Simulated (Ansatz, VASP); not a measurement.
## TePb: VASP beside Ansatz

```
Pb Te
1.0
     0.00000    3.27352    3.27352
     3.27352    0.00000    3.27352
     3.27352    3.27352    0.00000
Pb Te
1 1
Direct
  0.00000 0.00000 0.00000
  0.50000 0.50000 0.50000
```

Change from the starting cell: volume scaled by 1.04.

Alike in both runs: task single point; functional PBEsol; k mesh 7 × 7 × 7; occupations fermi-dirac, width 0.05 eV; no spin polarisation.

|  | VASP | Ansatz |
| --- | --- | --- |
| version | VASP 6.6.1 | Ansatz 0.2.0 |
| potentials or method | VASP PAW PBE potentials, release 64 (Pb_d, Te), cutoff 520 eV | all-electron LAPW, scalar-relativistic |

|  | VASP | Ansatz | Ansatz less VASP |
| --- | --- | --- | --- |
| gap on the k mesh at the Fermi level (eV) | 1.01 | 1.01 | -0.004 |
| least direct gap on the mesh (eV) | 1.01 | 1.01 | -0.004 |
| pressure (GPa) | -2.0 | -1.9 | +0.05 |

Ansatz ran all-electron here, so the differences hold the error of VASP's frozen core and of both bases.

Caveats: the PAW data sets were made with another functional, which shifts forces and pressure a little (VASP). Spin-orbit coupling is left out, which matters for the levels of Pb, Te.
